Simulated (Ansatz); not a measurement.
Crystal: Yb.

```xyz
1
Lattice="-2.1515 2.1515 2.1515 2.1515 -2.1515 2.1515 2.1515 2.1515 -2.1515" Properties=species:S:1:pos:R:3 pbc="T T T"
Yb    0.0000    0.0000    0.0000
```

This isn't the form of Yb at room conditions, which is fcc.

```yaml
Program: Ansatz 0.2.0
Task: single point
Functional: PBE
Potentials_or_basis: all-electron LAPW, scalar-relativistic
Cutoff: 184 eV (chosen from the basis error)
Basis_error_allowed: 0.001 eV/atom
k_mesh: 9 × 9 × 9
Occupations: fermi-dirac, width 0.05 eV
Spin: collinear spin, ferromagnetic start
Starting_moments: "[1.0] μB"
```

On this cell: pressure -2.2 GPa; net moment 0.00 μB per cell; band gap on the k mesh none (metal or under the smearing width).

The same run follows on a disturbed copy (cell strained at random at fixed volume):

```xyz
1
Lattice="-2.0735 2.2226 2.1780 2.1305 -2.1176 2.1299 2.1041 2.1482 -2.0730" Properties=species:S:1:pos:R:3 pbc="T T T"
Yb   -0.0156   -0.0571   -0.0065
```

Task: What changes?

Result: The energy (extrapolated to zero smearing) moves by +8.2 meV/atom; pressure -2.1 GPa; net moment 0.00 μB per cell; band gap on the k mesh none (metal or under the smearing width).

Stress tensor (GPa, compression positive):
```
-2.04 -0.23 -0.50
-0.23 -2.16 -0.96
-0.50 -0.96 -2.15
```

Caveats: an open f shell can end in a state above the lowest; spin-orbit coupling is left out, which moves the levels of the heavy elements; the starting moments weren't kept.
